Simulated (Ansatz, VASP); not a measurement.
## Ta: VASP beside Ansatz

File INCAR:

```
SYSTEM = Ta
  PREC = Accurate
  ENCUT = 520
  EDIFF = 1E-7
  ISMEAR = -1
  SIGMA = 0.05
  LREAL = .False.
  LASPH = .True.
  NELM = 100
  ALGO = Fast
  ISIF = 2
  LWAVE = .False.
  LCHARG = .False.
  GGA = B5
  ALDAX = 1.0
  AGGAX = 1.0
  AGGAC = 1.0
  ALDAC = 0.0
  NBANDS = 18
```

KPOINTS

```
Automatic mesh
0
Gamma
  6 6 3
  0 0 0
```

File POSCAR:

```
Ta
1.0
    2.9003720726      0.0000000000      0.0000000000
   -1.4501860363      2.5117958953      0.0000000000
    0.0000000000      0.0000000000      5.1662740000
Ta
2
Direct
    0.3333333333      0.6666666667      0.2500000000
    0.6666666667      0.3333333333      0.7500000000
```

Contents of input.yaml:

```yaml
crystal:
  lattice:
    - [2.9003720726, 0.0, 0.0]
    - [-1.4501860363, 2.5117958953, 0.0]
    - [0.0, 0.0, 5.166274]
  atoms:
    - { symbol: Ta, position: [0.3333333333, 0.6666666667, 0.25] }
    - { symbol: Ta, position: [0.6666666667, 0.3333333333, 0.75] }
hamiltonian:
  xc: blyp
  pseudopotentials: { kind: paw }
kpoints:
  mp_grid: { grid: [6, 6, 3] }
  band_path:
    path:
      - [[0.0, 0.0, 0.0], [0.5, 0.0, 0.0], [0.3333333333, 0.3333333333, 0.0], [0.0, 0.0, 0.0], [0.0, 0.0, 0.5], [0.5, 0.0, 0.5], [0.3333333333, 0.3333333333, 0.5], [0.0, 0.0, 0.5]]
      - [[0.5, 0.0, 0.5], [0.5, 0.0, 0.0]]
      - [[0.3333333333, 0.3333333333, 0.0], [0.3333333333, 0.3333333333, 0.5]]
    npoints: 14
scf:
  occupations: { method: fermi_dirac, width: 0.05 }
  n_extra_bands: 6
output:
  forces: true
  stress: true
  eigenvalues: true
  fatbands: false
```

This isn't the form of Ta at room conditions, which is bcc.

Alike in both runs: functional BLYP; k mesh 6 × 6 × 3; occupations fermi-dirac, width 0.05 eV; no spin polarisation.

|  | VASP | Ansatz |
| --- | --- | --- |
| version | VASP 6.6.1 | Ansatz 0.2.0 |
| potentials or method | VASP PAW PBE potentials, release 64 (Ta_pv) | Ansatz PAW |
| plane-wave cutoff (eV) | 520 | 420 |
| valence electrons in the cell | 22 | 26 |
| task | single point | band structure |

|  | VASP | Ansatz | Ansatz less VASP |
| --- | --- | --- | --- |
| gap on the k mesh at the Fermi level (eV) | none | none | - |
| pressure (GPa) | 5.1 | 4.2 | -0.86 |
| largest component of the traceless stress (GPa) | 1.43 | 1.36 | -0.071 |

A gap of «none» marks a metal or a gap that the smearing closes. The two sets of potentials don't hold the same shells in valence.

Caveats: the k mesh is coarse (spacing up to 0.42 Å⁻¹), so the values aren't converged; the PAW data sets were made with another functional, which shifts forces and pressure a little (VASP); spin-orbit coupling is left out, which moves the levels of the heavy elements (Ansatz); the PAW data sets come from PBE, with cores solved anew for the run's functional, which leaves a small shift of forces and pressure (Ansatz). The runs have no spin-orbit coupling, so splittings on Ta are missing.
